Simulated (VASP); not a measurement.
# Sb (Pm-3m) in VASP: further runs, part 2 of 2

VASP 6.6.1. The steps go on from the part before.

**7. Equation of state, r2SCAN**

No new run: the results of the series are fitted here.

What came out:

```
Equilibrium volume                      : 29.69 Å³/atom
Bulk modulus                            : 63 GPa
Pressure derivative of the bulk modulus : 4.4 (rough: it moves with the points fitted)
```

Energy against volume, from the lowest point:
| volume (Å³/atom) | energy (meV/atom) |
| --- | --- |
| 28.502 | 10.11 |
| 29.095 | 2.45 |
| 29.689 | 0.00 |
| 30.283 | 2.23 |
| 30.877 | 8.65 |

Caveat: the PAW data sets were made with another functional, which shifts forces and pressure a little. The run has no spin-orbit coupling, so splittings on Sb are missing.
